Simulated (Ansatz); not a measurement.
Si2Ni, 3 atoms in the cell. The structure is cubic, space group Fm-3m (No. 225). The conventional cell has a = 5.406 Å, b = 5.406 Å, c = 5.406 Å, α = 90.00°, β = 90.00°, γ = 90.00°. Ni (site symmetry m-3m) has 8 Si at 2.34 Å as nearest neighbours. Si (site symmetry -43m) has 4 Ni at 2.34 Å as nearest neighbours. 

```yaml
Program: Ansatz 0.2.0
Task: band structure
Functional: RPBE
Potentials_or_basis: Ansatz PAW
Cutoff: "420 eV (not typed: the program's choice for these potentials)"
k_mesh: 5 × 5 × 5
Occupations: fermi-dirac, width 0.05 eV
Spin: collinear spin, ferromagnetic start
Starting_moments: "[1.0, 0.0, 0.0] μB"
Path: "[[\"G\", \"X\", \"W\", \"K\", \"G\", \"L\", \"U\", \"W\", \"L\", \"K\"], [\"U\", \"X\"]]"
Points_for_each_segment_of_the_path: 14
```

Potentials or basis: Ansatz PAW.

The run is started by

```console
$ ansatz run input.yaml --threads 2 --pin off --max-ram 5632MiB --backend cpu --events-out ev --progress --plain --runs-dir out
```

Hardware: 2 threads of Arm Neoverse V1 (shared host).

Estimate the wall time of this run.

It took 3.2 s on 2 threads of Arm Neoverse V1 (shared host), peak memory 0.35 GiB. Counts: scf iterations 13, plane waves 749, k points 10, bands 20.
